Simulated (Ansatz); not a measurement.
## SiO2: Quadrupolar parameters

The cell is a Materials Project structure (computed, not necessarily an observed phase), taken as it stands.

```yaml
crystal:
  lattice:
    - [13.81935, 0.00000, 0.00000]
    - [0.00000, 6.91058, 0.00000]
    - [0.00000, 0.00000, 6.41900]
  atoms:
    - { symbol: Si, position: [0.11519, 0.00000, 0.50068] }
    - { symbol: Si, position: [0.61519, 0.00000, 0.49932] }
    - { symbol: Si, position: [0.88481, 0.00000, 0.49932] }
    - { symbol: Si, position: [0.38481, 0.00000, 0.50068] }
    - { symbol: Si, position: [0.25000, 0.26966, 0.26222] }
    - { symbol: Si, position: [0.75000, 0.73034, 0.73778] }
    - { symbol: Si, position: [0.75000, 0.26966, 0.73778] }
    - { symbol: Si, position: [0.25000, 0.73034, 0.26222] }
    - { symbol: Si, position: [0.25000, 0.00000, 0.88148] }
    - { symbol: Si, position: [0.75000, 0.00000, 0.11852] }
    - { symbol: O, position: [0.00000, 0.00000, 0.50000] }
    - { symbol: O, position: [0.50000, 0.00000, 0.50000] }
    - { symbol: O, position: [0.15440, 0.19136, 0.38163] }
    - { symbol: O, position: [0.65440, 0.80864, 0.61837] }
    - { symbol: O, position: [0.84560, 0.19136, 0.61837] }
    - { symbol: O, position: [0.34560, 0.80864, 0.38163] }
    - { symbol: O, position: [0.84560, 0.80864, 0.61837] }
    - { symbol: O, position: [0.34560, 0.19136, 0.38163] }
    - { symbol: O, position: [0.15440, 0.80864, 0.38163] }
    - { symbol: O, position: [0.65440, 0.19136, 0.61837] }
    - { symbol: O, position: [0.15406, 0.00000, 0.73786] }
    - { symbol: O, position: [0.65406, 0.00000, 0.26214] }
    - { symbol: O, position: [0.84594, 0.00000, 0.26214] }
    - { symbol: O, position: [0.34594, 0.00000, 0.73786] }
    - { symbol: O, position: [0.25000, 0.50000, 0.26130] }
    - { symbol: O, position: [0.75000, 0.50000, 0.73870] }
    - { symbol: O, position: [0.25000, 0.19170, 0.02517] }
    - { symbol: O, position: [0.75000, 0.80830, 0.97483] }
    - { symbol: O, position: [0.75000, 0.19170, 0.97483] }
    - { symbol: O, position: [0.25000, 0.80830, 0.02517] }
```

Atoms are numbered from 1 in the order listed; like atoms form one site, named after its first atom.

Level of theory: DFT, PBE, plane waves and PAW, scalar-relativistic, 420 eV cutoff, Γ-centred 2×3×3 k-points, Fermi–Dirac smearing 0.02 eV (Ansatz 0.2.0).

C_Q = eQV_zz/h, which is 24.18 MHz for Q = 1 b and V_zz = 10²¹ V/m²; η = (V_xx − V_yy)/V_zz. Directions are in the Cartesian axes of the cell vectors above, for the atom listed; none is given where the gradient is under 0.02 or η is above 0.95.

Problem. What field gradients does the calculation give at each kind of site?

Solution. 

| site | first atom | first shell | V_zz (10²¹ V/m²) | η | direction of V_zz (x, y, z) |
| --- | --- | --- | --- | --- | --- |
| Si1 | 1 | 4 O at 1.59–1.62 Å | -0.69 | 0.92 | 1.00 0.00 0.09 |
| Si5 | 5 | 4 O at 1.59–1.62 Å | -0.67 | 0.99 | – |
| Si9 | 9 | 4 O at 1.61 Å | -1.13 | 0.02 | 0.00 0.00 1.00 |
| O11 | 11 | 2 Si at 1.59 Å, angle 180° | 10.40 | 0.01 | 1.00 0.00 0.01 |
| O13 | 13 | 2 Si at 1.62 Å, angle 140° | 9.07 | 0.27 | 0.61 0.61 -0.50 |
| O21 | 21 | 2 Si at 1.61 Å, angle 144° | 9.35 | 0.21 | 0.61 0.00 0.79 |
| O25 | 25 | 2 Si at 1.59 Å, angle 180° | 10.37 | 0.02 | 0.00 1.00 0.00 |
| O27 | 27 | 2 Si at 1.61 Å, angle 144° | 9.34 | 0.20 | 0.00 0.61 0.79 |

At O13, O21 and O27 V_zz runs parallel to the line that joins its two neighbours (within 1°) in each case. At O11 and O25 V_zz points along the line of its two bonds (within 1°) in each case.

The largest force is 0.4 eV/Å, so the atoms aren't at the calculated equilibrium and relaxing them would move these values. Where η is near 1 the sign of V_zz means little.
